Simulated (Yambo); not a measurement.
# BeTe (F-43m) in Yambo: notebook, part 2 of 2

Yambo 5.3.0. Earlier steps stand in the parts before.

### 4 Energy-loss spectrum, LDA

Contents of eels8.in:

```
optics
chi
tddft
Chimod= "ALDA"
% BndsRnXd
 1 | 30 |
%
NGsBlkXd= 3 Ry
% LongDrXd
 1 | 1 | 1 |
%
% QpntsRXd
 5 | 5 |
%
% EnRngeXd
 0 | 60 | eV
%
% DmRngeXd
 0.5 | 0.5 | eV
%
ETStpsXd= 200
FxcGRLc= 3 Ry
VXCRLvcs= 3 Ry
```

Contents of scf.in:

```
&CONTROL
  calculation = 'scf'
  prefix = 'pwscf'
  outdir = './tmp'
  pseudo_dir = './pseudo'
/
&SYSTEM
  ibrav = 0
  nat = 2
  ntyp = 2
  ecutwfc = 88
  nbnd = 16
  occupations = 'smearing'
  smearing = 'fd'
  degauss = 0.00367493
  force_symmorphic = .true.
/
&ELECTRONS
  conv_thr = 4d-10
  electron_maxstep = 120
  mixing_beta = 0.5
/
ATOMIC_SPECIES
Te   127.6000 Te.upf
Be     9.0122 Be.upf
CELL_PARAMETERS angstrom
   0.0000000000    2.7700000000    2.7700000000
   2.7700000000    0.0000000000    2.7700000000
   2.7700000000    2.7700000000    0.0000000000
ATOMIC_POSITIONS crystal
Te     0.7500000000    0.7500000000    0.7500000000
Be     0.0000000000    0.0000000000    0.0000000000
K_POINTS automatic
8 8 8 0 0 0
```

Contents of nscf.in:

```
&CONTROL
  calculation = 'nscf'
  prefix = 'pwscf'
  outdir = './tmp'
  pseudo_dir = './pseudo'
/
&SYSTEM
  ibrav = 0
  nat = 2
  ntyp = 2
  ecutwfc = 88
  nbnd = 30
  occupations = 'fixed'
  force_symmorphic = .true.
/
&ELECTRONS
  conv_thr = 1d-08
  diago_full_acc = .true.
  diago_thr_init = 1d-06
/
ATOMIC_SPECIES
Te   127.6000 Te.upf
Be     9.0122 Be.upf
CELL_PARAMETERS angstrom
   0.0000000000    2.7700000000    2.7700000000
   2.7700000000    0.0000000000    2.7700000000
   2.7700000000    2.7700000000    0.0000000000
ATOMIC_POSITIONS crystal
Te     0.7500000000    0.7500000000    0.7500000000
Be     0.0000000000    0.0000000000    0.0000000000
K_POINTS automatic
8 8 8 0 0 0
```

Potentials or basis: PseudoDojo 0.4.1 SR LDA standard.

Started as:

```sh
$ OMP_NUM_THREADS=1 pw.x -in scf.in > scf.out
$ OMP_NUM_THREADS=1 pw.x -in nscf.in > nscf.out
$ cd tmp/pwscf.save; p2y; mv SAVE ../..; cd ../..
$ OMP_NUM_THREADS=1 yambo
$ OMP_NUM_THREADS=1 yambo -F eels8.in -J eels8 -C eels8_out
```

Yambo's report:

```text
[... sections 02.01 to 02.04 as in the set-up run ...]

  [02.05] Energies & Occupations
  ==============================

  [X] === General ===
  [X] Electronic Temperature                        :  0.000000  0.000000 [eV K]
  [X] Bosonic    Temperature                        :  0.000000  0.000000 [eV K]
  [X] Finite Temperature mode                       : no
  [X] El. density                                   :  0.47050E+24 [cm-3]
  [X] Fermi Level                                   :  8.164004 [eV]

  [X] === Gaps and Widths ===
  [X] Conduction Band Min                           :  1.776922 [eV]
  [X] Valence Band Max                              :  0.000000 [eV]
  [X] Filled Bands                                  :  10
  [X] Empty Bands                                   :  11  30
  [X] Direct Gap                                    :  3.602201 [eV]
  [X] Direct Gap localized at k                     :  1
  [X] Indirect Gap                                  :  1.776922 [eV]
  [X] Indirect Gap between kpts                     :   1  21
  [X] Last valence band width                       :  3.447544 [eV]
  [X] 1st conduction band width                     :  3.479571 [eV]

 [03] Transferred momenta grid and indexing
 ==========================================

 IBZ Q-points                                      :  29
 BZ  Q-points                                      :   512

 K/Q-points units:
 rlu = crystal or reduced units; cc = cartesian coordinates; iku = interal k-units

 Q [ 1]         [rlu]:  0.000000  0.000000  0.000000
 Q [ 2]         [rlu]: -0.30723E-17 -0.30723E-17  0.12500
 Q [ 3]         [rlu]: -0.61447E-17 -0.61447E-17  0.25000
 Q [ 4]         [rlu]:  0.32416E-16  0.32416E-16  0.37500
 Q [ 5]         [rlu]:  0.12289E-16  0.12289E-16 -0.50000
 Q [ 6]         [rlu]:  0.48883E-18  0.12500      0.12500
 Q [ 7]         [rlu]: -0.30723E-17  0.12500      0.25000
 Q [ 8]         [rlu]:  0.31008E-17  0.12500      0.37500
 Q [ 9]         [rlu]:  0.37049E-16  0.12500      0.50000
 Q [10]         [rlu]:  0.12289E-16  0.12500     -0.37500
 Q [11]         [rlu]: -0.92931E-17  0.12500     -0.25000
 Q [12]         [rlu]:  0.61447E-17  0.12500     -0.12500
 Q [13]         [rlu]:  0.97766E-18  0.25000      0.25000
 Q [14]         [rlu]: -0.75618E-18  0.25000      0.37500
 Q [15]         [rlu]: -0.20003E-16  0.25000      0.50000
[... 12 lines left out ...]
 Q [28]         [rlu]:  0.125000 -0.500000 -0.375000
 Q [29]         [rlu]:  0.250000 -0.500000 -0.250000

 [04] Optics
 ===========

 [WF-Rho loader] Normalization (few states)  min/max  :  0.52046E-17   1.0000

 [xc] Functional : Slater exchange(X)+Perdew & Wang(C)
 [xc] LIBXC used to calculate xc functional
  PP Number of Atomic Species                      :  2
  NLCC RL compoments                               :   31951
 [X-CG] R(p) Tot o/o(of R):    8741  102400     100
```

o-eels8.eel_q5_inv_alda_dyson:

```text
# Electron Energy Loss @ Q(5): -0.250000000    -0.250000000     0.250000000    [iku]
#
# [ X ] Hartree size                              :   51
# [GEN] GF Energies                               : Slater exchange(X)+Perdew & Wang(C)
# [GEN] Green`s Function                          : T-ordered
#
#    E[1] [eV]          Im(eel)            Re(eel)            Im(eel_o)          Re(eel_o)
#
        0.000000           0.012044          -0.332920           0.011457          -0.331546
        0.301508           0.012075          -0.332674           0.011487          -0.331307
        0.603015           0.012171          -0.331934           0.011578          -0.330586
        0.904523           0.012336          -0.330692           0.011734          -0.329376
        1.206030           0.012575          -0.328932           0.011961          -0.327663
        1.507538           0.012901          -0.326632           0.012269          -0.325426
[... 192 lines left out ...]
        59.69849           0.115191          -1.043743           0.119327          -1.073968
        60.00000           0.123839          -1.038453           0.129584          -1.073512
#
```

Run time: 1.7 min. Hardware: 1 thread of Intel Xeon Platinum 8259CL at 2.50GHz (Skylake/Cascade Lake), shared host; peak memory 0.44 GiB.

What came out:

```yaml
Band_gap_on_the_k_mesh_mean-field_level: 1.78 eV, indirect (least direct gap 3.60 eV)
Peak_of_the_energy-loss_function: 18.1 eV
```

Energy-loss function at q = [0.0, 0.0, -0.5] (reciprocal lattice):
| energy (eV) | loss |
| --- | --- |
| 0.0 | 0.012 |
| 2.7 | 0.016 |
| 5.1 | 0.044 |
| 7.8 | 0.123 |
| 10.6 | 0.302 |
| 13.0 | 0.391 |
| 15.7 | 0.818 |
| 18.4 | 1.573 |
| 20.8 | 1.542 |
| 23.5 | 0.951 |
| 26.2 | 0.523 |
| 28.6 | 0.303 |
| 31.4 | 0.135 |
| 33.8 | 0.057 |
| 36.5 | 0.035 |
| 39.2 | 0.044 |
| 41.6 | 0.098 |
| 44.3 | 0.102 |
| 47.0 | 0.102 |
| 49.4 | 0.153 |
| 52.2 | 0.093 |
| 54.9 | 0.101 |
| 57.3 | 0.127 |
| 60.0 | 0.124 |

Caveat: spin-orbit coupling is left out, which moves the levels of the heavy elements.

### 5 Summary

| task | direction of the field or of q to 0 | broadening | kernel | top of the energy range | energy points | other keys | gap on the mesh (eV) |
| --- | --- | --- | --- | --- | --- | --- | --- |
| optical spectrum | z | 0.1 eV | none (independent particles) | 10 eV | 150 | several, not listed | 1.78 |
| optical spectrum | y | 0.05 eV | Hartree (RPA with local fields) | 10 eV | 200 | several, not listed | 1.78 |
| energy-loss spectrum | - | 0.5 eV | adiabatic LDA | 60 eV | 200 | - | 1.78 |

Alike in all rows: level LDA; potentials or basis PseudoDojo 0.4.1 SR LDA standard; no spin polarisation; cell as given; k mesh 8 × 8 × 8; cutoff (eV) 1197; smearing fixed.

Caveats: spin-orbit coupling is left out, which moves the levels of the heavy elements; spectra need much finer meshes, so this one isn't converged (some runs); independent-particle spectra lack excitons (some runs); these spectra lack excitons (some runs).

Absolute energies hang on the potentials; compare differences alone.
